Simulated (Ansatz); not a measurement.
# Mo: the cost of one run

Computed with Ansatz 0.2.0 (DFT PBEsol, scalar-relativistic, plane waves, PAW, unless a step's input says otherwise).

The COD entry's cell or inner coordinates are ideal or old and differ from later refinements, so a difference from it is no clean test against experiment.

### Step 1. The structure to begin with

Symmetry: Im-3m, No. 229, cubic system. The conventional cell has a = 3.142 Å, b = 3.142 Å, c = 3.142 Å, α = 90.00°, β = 90.00°, γ = 90.00°. Mo (site symmetry m-3m) has 8 Mo at 2.72 Å in its first shell of neighbours.

Structure file:

```cif
data_structure
_symmetry_space_group_name_H-M 'P 1'
_symmetry_Int_Tables_number 1
_cell_length_a 2.7211
_cell_length_b 2.7211
_cell_length_c 8.8869
_cell_angle_alpha 90.000
_cell_angle_beta 90.000
_cell_angle_gamma 109.471
_cell_volume 62.04
loop_
_atom_site_label
_atom_site_type_symbol
_atom_site_fract_x
_atom_site_fract_y
_atom_site_fract_z
_atom_site_occupancy
Mo1 Mo 0.00000 0.00000 0.00000 1
Mo2 Mo 0.50000 0.50000 0.25000 1
Mo3 Mo 0.00000 0.00000 0.50000 1
Mo4 Mo 0.50000 0.50000 0.75000 1
```

The cell is taken as given, not relaxed at this level.

### Step 2. Zero of energy

The cell is repeated 4 times, 4 atoms in all. The reference gives a free energy of -19589.8826 eV, pressure -3.22 GPa, largest force 0.000 eV/Å and gap on the mesh none (metal). It was computed beforehand with the settings of the runs below.

### Step 3. Setting up a stacking-fault curve

The cut lies on the cell's a–b face, a (0 1 1) plane of area 6.98 Å², between layers 2.22 Å apart (Mo below, Mo above); the cell is 8.9 Å thick. Vector c is tilted by f times 1·a + 1·b (length 3.142 Å) with the atoms' Cartesian places fixed: one unrelaxed fault per cell.

### Step 4. At f = 0.200

The input, input.yaml:

```yaml
crystal:
  lattice:
    - [-1.571, 1.571, -1.571]
    - [-1.571, -1.571, 1.571]
    - [-0.6284, 6.284, 6.284]
  atoms:
    - { symbol: Mo, position: [-0.175, -0.175, 0.875] }
    - { symbol: Mo, position: [0.475, 0.475, 0.125] }
    - { symbol: Mo, position: [-0.075, -0.075, 0.375] }
    - { symbol: Mo, position: [0.375, 0.375, 0.625] }
basis:
  ecutwfc: 420
kpoints:
  mp_grid: { grid: [18, 18, 6] }
hamiltonian:
  xc: pbesol
scf:
  occupations: { method: gaussian, width: 0.15 }
output:
  forces: true
  stress: true
  eigenvalues: true
```

Command:

```sh
ansatz run input.yaml --threads 2 --pin off --max-ram 5120MiB --backend cpu --events-out ev --progress --plain --runs-dir out
```

**Question.** How long does this run take on 2 threads of Arm Neoverse V2, shared host, and how much memory does it need?

About 21 s, with a peak of 0.91 GiB.
